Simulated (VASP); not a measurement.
# K (Im-3m) in VASP: notebook, part 2 of 2

VASP 6.6.1. The steps go on from the part before.

### Step 3. Relaxation of cell and atoms, PBEsol

INCAR

```
PREC = Accurate
ENCUT = 600
EDIFF = 1E-7
ISMEAR = 1
SIGMA = 0.1
LREAL = False
LASPH = True
NELM = 80
ALGO = Normal
ISIF = 3
LWAVE = False
LCHARG = False
GGA = PS
IBRION = 2
NSW = 90
EDIFFG = -0.005
KPAR = 2
```

KPOINTS

```
Automatic mesh
0
Gamma
  10 10 10
```

POSCAR

```
K                                       
1.0
   -2.6125000000      2.6125000000      2.6125000000
    2.6125000000     -2.6125000000      2.6125000000
    2.6125000000      2.6125000000     -2.6125000000
  K             
     1
Direct
     0.0000000000000000    0.0000000000000000    0.0000000000000000
```

Potentials or basis: VASP PAW PBE potentials, release 64 (K_sv).

Started as:

```sh
$ cat potpaw_PBE.64/K_sv/POTCAR > POTCAR
$ mpirun -np 2 vasp_std > vasp.out
```

It took 20 s on 2 MPI ranks of AMD EPYC 9R45 (Zen 5), shared host; peak memory 0.19 GiB.

It converged, with:

| Quantity | Value |
| --- | --- |
| Free energy | -1.1302 eV |
| Relaxed volume | 71.01 Å³/atom |
| Relaxed cell | a = 4.518 Å, b = 4.518 Å, c = 4.518 Å, α = 109.47°, β = 109.47°, γ = 109.47° |
| Space group after relaxing (to 0.05 Å) | Im-3m (No. 229) |
| Energy gained by relaxing | 0.0 meV/atom |
| Ionic steps | 3 |
| Pressure after relaxing | 0.0 GPa |
| Band gap on the k mesh | none (metal or under the smearing width) |

Final structure:
```
CELL_PARAMETERS angstrom
-2.60865 2.60865 2.60865
2.60865 -2.60865 2.60865
2.60865 2.60865 -2.60865
ATOMIC_POSITIONS crystal
K 0.00000 0.00000 0.00000
```

Levels at points of the mesh, in eV from the Fermi level:
```csv
k point,band 1,band 2,band 3,band 4,band 5,band 6,band 7,band 8
"(0.00, 0.00, 0.00)",-31.97,-15.47,-15.47,-15.47,-2.20,4.33,4.33,4.33
"(0.50, 0.00, 0.00)",-31.96,-15.55,-15.50,-15.47,0.45,0.71,3.18,4.96
"(0.50, 0.50, 0.50)",-31.96,-15.53,-15.53,-15.53,1.66,1.66,3.57,3.57
```

Caveat: the PAW data sets were made with another functional, which shifts forces and pressure a little.

### Step 4. Relaxation of cell and atoms, PBE

INCAR

```
SYSTEM = K
ALGO = Normal
EDIFF = 1E-6
EDIFFG = -0.01
ENCUT = 600
GGA = PE
IBRION = 2
ISIF = 3
ISMEAR = 1
KPAR = 2
LASPH = .True.
LCHARG = .False.
LREAL = .False.
LWAVE = .False.
NELM = 80
NSW = 90
PREC = Accurate
SIGMA = 0.1
```

KPOINTS

```
k-points
0
Gamma
  10 10 10
  0 0 0
```

POSCAR

```
K
1.0
   -2.6125000000      2.6125000000      2.6125000000
    2.6125000000     -2.6125000000      2.6125000000
    2.6125000000      2.6125000000     -2.6125000000
K
1
Direct
    0.0000000000      0.0000000000      0.0000000000
```

Potentials or basis: VASP PAW PBE potentials, release 64 (K_sv).

Started as:

```sh
$ cat potpaw_PBE.64/K_sv/POTCAR > POTCAR
$ mpirun -np 2 vasp_std > vasp.out
```

OUTCAR:

```text
SYSTEM = K
   EDIFF = 1E-6
   EDIFFG = -0.01
   ENCUT = 600
   GGA = PE
   IBRION = 2
   ISIF = 3
   ISMEAR = 1
   LASPH = .True.
   LREAL = .False.
   NELM = 80
   NSW = 90
   PREC = Accurate

 ion  position               nearest neighbor table
   1  0.000  0.000  0.000-

  LATTYP: Found a body centered cubic cell.
 ALAT       =     5.2250000000

  Lattice vectors:

 A1 = (  -2.6125000000,   2.6125000000,   2.6125000000)
 A2 = (   2.6125000000,  -2.6125000000,   2.6125000000)
 A3 = (   2.6125000000,   2.6125000000,  -2.6125000000)

Analysis of symmetry for initial positions (statically):
=====================================================================
 Subroutine PRICEL returns:
[... 248 lines left out ...]
  free energy    TOTEN  =        -1.04418592 eV

  energy without entropy =       -1.04314177  energy(sigma->0) =       -1.04383787

 E-fermi :  -0.1217     XC(G=0):  -5.6531

 val. band max:       -0.1277680445   @ k =   0.3000   0.2000   0.0000
 cond. band min:      -0.0328979709   @ k =  -0.4000   0.4000   0.2000
 fundamental gap:      0.0948700736
 Fermi energy:        -0.1217451677

 k-point     1 :       0.0000    0.0000    0.0000
  band No.  band energies     occupation
      1     -32.2498      2.00000
      2     -15.6997      2.00000
      3     -15.6997      2.00000
      4     -15.6997      2.00000
      5      -2.2760      2.00000
      6       4.1762      0.00000
      7       4.1762      0.00000
      8       4.1762      0.00000
[... 243 lines left out ...]
 k-point    24 :      -0.3000    0.3000    0.1000
  band No.  band energies     occupation
      1     -32.2468      2.00000
      2     -15.7433      2.00000
      3     -15.7171      2.00000
      4     -15.7047      2.00000
      5      -1.0911      2.00000
      6       2.4030      0.00000
      7       3.3562      0.00000
      8       4.2418      0.00000

 [... further k-points ...]
[... 5 lines left out ...]
  --------------------------------------------------------------------------------------
  -------------------------------------------------------------------------------------
  Total        0.0052774      0.0052774      0.0052774     -0.0000000      0.0000000     -0.0000000
  in kB        0.1150343      0.1150343      0.1150343     -0.0000000      0.0000000     -0.0000000
  external PRESSURE =       0.1150343 kB  Pullay stress =       0.0000000 kB
[... 16 lines left out ...]
  FREE ENERGIE OF THE ION-ELECTRON SYSTEM (eV)
  ---------------------------------------------------
  free  energy   TOTEN  =        -1.0441859185 eV

  energy  without entropy=       -1.0431417733  energy(sigma->0) =       -1.04383787

 reached required accuracy - stopping structural energy minimisation
```

CONTCAR:

```text
K
   1.00000000000000
    -2.6388487517860777    2.6388487517860777    2.6388487517860777
     2.6388487517860777   -2.6388487517860777    2.6388487517860777
     2.6388487517860777    2.6388487517860777   -2.6388487517860777
  K
     1
Direct
     0.0000000000000000    0.0000000000000000    0.0000000000000000

  0.00000000E+00  0.00000000E+00  0.00000000E+00
```

Wall time 24 s (2 MPI ranks of AMD EPYC 9R45 (Zen 5), shared host); peak memory 0.19 GiB.

Results:

| Item | Value |
| --- | --- |
| Free energy | -1.0442 eV |
| Relaxed volume | 73.50 Å³/atom |
| Relaxed cell | a = 4.571 Å, b = 4.571 Å, c = 4.571 Å, α = 109.47°, β = 109.47°, γ = 109.47° |
| Space group after relaxing (to 0.05 Å) | Im-3m (No. 229) |
| Energy gained by relaxing | 1.0 meV/atom |
| Ionic steps | 3 |
| Pressure after relaxing | 0.0 GPa |
| Band gap on the k mesh | none (metal or under the smearing width) |

Step by step:
```csv
step,energy change (eV),largest force (eV/Å),pressure (GPa),volume (Å³)
1,0.0000,0.0000,0.13,71.32
2,-0.0004,0.0000,0.09,71.94
3,-0.0010,0.0000,0.01,73.50
```

Final structure:
```
K
1.0
    -2.63885    2.63885    2.63885
     2.63885   -2.63885    2.63885
     2.63885    2.63885   -2.63885
K
1
Direct
  0.00000 0.00000 0.00000
```

### Step 5. Relaxation of cell and atoms, PBE

This run uses another cell than the first one, of 73.50 Å³/atom, 1.031 times its volume.

INCAR, as its differences from that of step 4:

```diff
@@ -2,4 +2,4 @@
 ALGO = Normal
-EDIFF = 1E-6
-EDIFFG = -0.01
+EDIFF = 1E-7
+EDIFFG = -0.005
 ENCUT = 600
```

KPOINTS is that of step 4.

POSCAR

```
K                                       
1.0
   -2.6388487518      2.6388487518      2.6388487518
    2.6388487518     -2.6388487518      2.6388487518
    2.6388487518      2.6388487518     -2.6388487518
  K             
     1
Direct
     0.0000000000000000    0.0000000000000000    0.0000000000000000
```

Started as:

```sh
$ cat potpaw_PBE.64/K_sv/POTCAR > POTCAR
$ mpirun -np 2 vasp_std > vasp.out
```

Run time: 30 s. Hardware: 2 MPI ranks of AMD EPYC 9R45 (Zen 5), shared host; peak memory 0.22 GiB.

Results (log left out):

```
Free energy                            : -1.0443 eV
Relaxed volume                         : 73.78 Å³/atom
Relaxed cell                           : a = 4.576 Å, b = 4.576 Å, c = 4.576 Å, α = 109.47°, β = 109.47°, γ = 109.47°
Space group after relaxing (to 0.05 Å) : Im-3m (No. 229)
Energy gained by relaxing              : 0.0 meV/atom
Ionic steps                            : 3
Pressure after relaxing                : 0.0 GPa
Band gap on the k mesh                 : none (metal or under the smearing width)
```

Final structure:
```yaml
crystal:
  lattice:
    - [-2.64213, 2.64213, 2.64213]
    - [2.64213, -2.64213, 2.64213]
    - [2.64213, 2.64213, -2.64213]
  atoms:
    - { symbol: K, position: [0.00000, 0.00000, 0.00000] }
```

Levels at points of the mesh, in eV from the Fermi level:
```tsv
k point	band 1	band 2	band 3	band 4	band 5	band 6	band 7	band 8
(0.00, 0.00, 0.00)	-32.13	-15.58	-15.58	-15.58	-2.15	4.29	4.29	4.29
(0.50, 0.00, 0.00)	-32.13	-15.65	-15.60	-15.58	0.45	0.69	3.17	4.86
(0.50, 0.50, 0.50)	-32.12	-15.63	-15.63	-15.63	1.68	1.68	3.47	3.47
```

### Step 6. Relaxation of cell and atoms, LDA

INCAR

```
SYSTEM = K
ALGO = Normal ; EDIFF = 1E-6
EDIFFG = -0.01 ; ENCUT = 600
IBRION = 2 ; ISIF = 3
ISMEAR = 1 ; LASPH = .True.
LCHARG = .False. ; LREAL = .False.
LWAVE = .False. ; NELM = 80
NSW = 90 ; PREC = Accurate
SIGMA = 0.1
```

KPOINTS is that of step 5.

POSCAR

```
K
1.0
   -2.6125000000      2.6125000000      2.6125000000
    2.6125000000     -2.6125000000      2.6125000000
    2.6125000000      2.6125000000     -2.6125000000
K
1
Direct
    0.0000000000      0.0000000000      0.0000000000
```

Potentials or basis: VASP PAW LDA potentials, release 64 (K_sv).

Started as:

```sh
$ cat potpaw_LDA.64/K_sv/POTCAR > POTCAR
$ mpirun -np 1 vasp_std > vasp.out
```

Run time: 45 s. Hardware: 1 thread of Intel Xeon 6975P-C (Granite Rapids), shared host; peak memory 0.2 GiB.

The run converged. Its results:

```
Free energy                            : -1.1614 eV
Relaxed volume                         : 64.29 Å³/atom
Relaxed cell                           : a = 4.371 Å, b = 4.371 Å, c = 4.371 Å, α = 109.47°, β = 109.47°, γ = 109.47°
Space group after relaxing (to 0.05 Å) : Im-3m (No. 229)
Energy gained by relaxing              : 9.4 meV/atom
Ionic steps                            : 5
Pressure after relaxing                : 0.0 GPa
Band gap on the k mesh                 : none (metal or under the smearing width)
```

Step by step:
```tsv
step	energy change (eV)	largest force (eV/Å)	pressure (GPa)	volume (Å³)
1	0.0000	0.0000	-0.39	71.32
2	-0.0039	0.0000	-0.31	69.56
3	-0.0084	0.0000	-0.15	66.41
4	-0.0059	0.0000	0.31	60.38
5	-0.0094	0.0000	-0.01	64.29
```

Final structure:
```
K
1.0
    -2.52360    2.52360    2.52360
     2.52360   -2.52360    2.52360
     2.52360    2.52360   -2.52360
K
1
Cartesian
  0.0000 0.0000 0.0000
```

Levels at points of the mesh, in eV from the Fermi level:
```tsv
k point	band 2	band 3	band 4	band 5	band 6	band 7	band 8
(0.00, 0.00, 0.00)	-15.41	-15.41	-15.41	-2.36	4.28	4.28	4.28
(0.50, 0.00, 0.00)	-15.52	-15.45	-15.41	0.39	0.81	3.11	5.01
(0.50, 0.50, 0.50)	-15.49	-15.49	-15.49	1.59	1.59	3.83	3.83
```

LDA usually gives volumes a few per cent too small. Zero-point motion and thermal expansion aren't in these numbers.

### Step 7. The runs side by side

```tsv
level	potentials or basis	gap on the mesh (eV)	pressure (GPa)	relaxed volume (Å³/atom)
PBEsol	VASP PAW PBE potentials, release 64 (K_sv)	none	0.0	71.01
PBE	VASP PAW PBE potentials, release 64 (K_sv)	none	0.0	73.78
LDA	VASP PAW LDA potentials, release 64 (K_sv)	none	0.0	64.29
```

Alike in all rows: task relaxation of cell and atoms; no spin polarisation; cell relaxed; k mesh 10 × 10 × 10; cutoff (eV) 600; smearing methfessel-paxton 0.1 eV.

Caveats: the PAW data sets were made with another functional, which shifts forces and pressure a little (some runs).

Total energies depend on the potentials used, so only differences within one code and one set of settings carry meaning.
